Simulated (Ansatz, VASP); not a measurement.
## AgCl in VASP and in Ansatz

```xyz
2
Lattice="0.0000 2.7352 2.7352 2.7352 0.0000 2.7352 2.7352 2.7352 0.0000" Properties=species:S:1:pos:R:3 pbc="T T T"
Ag    0.0000    0.0000    0.0000
Cl    2.7352    2.7352    2.7352
```

Change from the starting cell: volume scaled by 0.96, crystal datasets.

Alike in both runs: task electric field gradients; functional r2SCAN; k mesh 9 × 9 × 9; occupations fermi-dirac, width 0.01 eV; no spin polarisation.

|  | VASP | Ansatz |
| --- | --- | --- |
| version | VASP 6.6.1 | Ansatz 0.2.0 |
| potentials or method | VASP PAW PBE potentials, release 64 (Ag, Cl), cutoff 520 eV | all-electron PAW with datasets made for the crystal, scalar-relativistic |

Ansatz gave:

| Property | Result |
| --- | --- |
| gap on the k mesh at the Fermi level (eV) | 1.53 |
| pressure (GPa) | 2.3 |
| Vzz of the field gradient on the site that differs most (V/Å²) | 0.0 |

Problem. What did VASP give for the same quantities?

Solution. gap on the k mesh at the Fermi level (eV): 1.48; pressure (GPa): 2.2; Vzz of the field gradient on the site that differs most (V/Å²): 0.0.

Ansatz ran all-electron here, so the differences hold the error of VASP's frozen core and of both bases. Ansatz warned: «gradients_without_spin_orbit».

Caveats: the PAW data sets were made with another functional, which shifts forces and pressure a little (VASP); an odd mesh through Γ misses points on the zone boundary, where band edges often lie.
